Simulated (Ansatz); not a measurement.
Input and command of a calculation in Ansatz (plane waves; scalar-relativistic PAW potentials unless the input names others):

```yaml
crystal:
  lattice:
    - [-0.0073875578, 1.9453640131, 1.950609965]
    - [1.9571526691, -0.0018075939, 1.9450300012]
    - [1.9507474994, 1.9333788795, 0.0045975758]
  atoms:
    - { symbol: Zn, position: [0.0, 0.0, 0.0], spin: 2.0 }
basis:
  ecutwfc: 420
kpoints:
  mp_grid: { grid: [16, 16, 16] }
hamiltonian:
  xc: pbesol
scf:
  occupations: { method: gaussian, width: 0.1 }
  max_iter: 100
output:
  forces: true
  eigenvalues: true
  stress: true
```

```bash
ansatz run input.yaml --threads 1 --pin off --max-ram 1331MiB --backend cpu --events-out ev --progress --plain --runs-dir out
```

Task: What is wrong with this input?

Result: The program refuses it, because of a moment without spin polarisation (crystal.atoms[0].spin: not typed → 2.0). Without that key it is accepted.

Abridged log:
```
Error: inconsistent input (magnetization.spin_polarized): false but per-atom `spin:`, `per_species`, `initial_magnetization`, `magnetic_field`, or `spin_locking` is set
```